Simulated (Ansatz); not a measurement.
**Contact densities of SnSe against volume**

```yaml
crystal:
  lattice:
    - [0.00000, 3.38892, 3.38892]
    - [3.38892, 0.00000, 3.38892]
    - [3.38892, 3.38892, 0.00000]
  atoms:
    - { symbol: Sn, position: [0.00000, 0.00000, 0.00000] }
    - { symbol: Se, position: [0.25000, 0.25000, 0.25000] }
```

Atom numbers follow the list: Sn1, Se2.

The cell was built from the zincblende type and relaxed in the same program, and has space group F-43m; it needn't be a known or the stable phase.

Spin–orbit coupling is left out, though it moves levels of the heavy atoms by tenths of an eV or more.

Computed with DFT, PBE, all-electron PAW with datasets made for the crystal, scalar-relativistic (Ansatz 0.2.0).

Settings: a Γ-centred 12×12×12 k mesh, Fermi–Dirac smearing of 0.05 eV, cutoff 240 eV (chosen by the program for this cell), no spin polarisation.

The contact density is the mean electron density over the nuclear volume; its changes set Mössbauer isomer shifts. Changes below are taken from the unscaled cell, where it is 1.23641e+06 e/Å³ at Sn1, 262963 e/Å³ at Se2.

The datasets are made afresh for each cell, so very small changes are uncertain.

(1) Tabulate the changes with volume.

## Answers

(1) 
| V/V(cell) | P (GPa) | Δρ(0) Sn1 (e/Å³) | Δρ(0) Se2 (e/Å³) |
| --- | --- | --- | --- |
| 0.9405 | 2.1 | -1.53 | 1.24 |
| 1.0000 | 0.0 | 0.00 | 0.00 |
| 1.0600 | -1.6 | 0.62 | -0.80 |
